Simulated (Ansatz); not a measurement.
The system is Ge.

```
Ge
1.0
     3.99759    0.00000    0.00000
    -1.99879    3.46201    0.00000
     0.00000    0.00000    6.59938
Ge
4
Direct
  0.33333 0.66667 0.93710
  0.66667 0.33333 0.43710
  0.33333 0.66667 0.56290
  0.66667 0.33333 0.06290
```

This isn't the form of Ge at room conditions, which is diamond.

| Quantity | Value |
| --- | --- |
| Program | Ansatz 0.2.0 |
| Task | relaxation of cell and atoms |
| Functional | BLYP |
| Dispersion | D4 |
| Potentials or basis | Ansatz PAW |
| Cutoff | 420 eV (not typed: the program's choice for these potentials) |
| k mesh | 8 × 8 × 4 |
| Occupations | fermi-dirac, width 0.05 eV |
| Spin | no spin polarisation |

At the start: volume 22.83 Å³/atom.

Q: Where does the relaxation end?

A: It ends after 5 steps and the volume is 23.61 Å³/atom (+3.4 %); space group P6_3/mmc (No. 194, to 0.05 Å).

Step by step:
```tsv
step	energy change (eV)	largest force (eV/Å)	volume (Å³)
1	0.0000	0.0347	91.33
2	-0.0182	0.0100	93.77
3	-0.0189	0.0151	94.41
4	-0.0190	0.0004	94.42
5	-0.0196	0.0003	94.42
```

Final structure:
```yaml
crystal:
  lattice:
    - [4.04161, 0.00000, 0.00000]
    - [-2.02080, 3.50013, 0.00000]
    - [0.00000, 0.00000, 6.67494]
  atoms:
    - { symbol: Ge, position: [0.33333, 0.66667, 0.93694] }
    - { symbol: Ge, position: [0.66667, 0.33333, 0.43694] }
    - { symbol: Ge, position: [0.33333, 0.66667, 0.56306] }
    - { symbol: Ge, position: [0.66667, 0.33333, 0.06306] }
```

Caveat: the plane-wave basis is chosen anew once the cell has moved, so the energies of steps on either side of that aren't comparable; the PAW data sets come from PBE, with cores solved anew for the run's functional, which leaves a small shift of forces and pressure.
